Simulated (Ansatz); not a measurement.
## Li2O: a fit and a missing row

Li2O, Fm-3m, a = 4.626 Å. Ansatz: PBE, PAW, 420 eV, Γ-centred 8×8×8 mesh on 3 atoms, Gaussian smearing 0.02 eV; no spin polarisation. Symmetry fixes shape and atoms, so the cell is only scaled; pressure is positive in compression.

```tsv
V (Å³/atom)	P (GPa)
7.755	5.54
8.002	2.57
8.250	0.00
8.497	?
8.745	-4.13
```

Q: Take V0 = 8.250 Å³/atom, fit the third-order Birch–Murnaghan form to the other rows, and predict the missing pressure.

A: With the Eulerian strain f = ½[(V0/V)^(2/3) − 1] and y = P/[3f(1 + 2f)^(5/2)], the form is the line y = B0 + 1.5 B0 (B0′ − 4) f. Rows (f, y): 0.02106, 79.1; 0.01028, 79.2; -0.01905, 79.6. Means f = 0.004097, y = 79.300; Σ(Δf)² = 0.0008618, ΣΔfΔy = -0.01095; the slope is their ratio. y = 79.35 − 12.71 f GPa, so B0 = 79.3 GPa and B0′ = 4 + 2 × (-12.71)/(3 × 79.35) = 3.89. At V = 8.497, f = -0.00974, y = 79.47 and P = -2.21 GPa. The run gave -2.21 GPa, the same to the digits shown.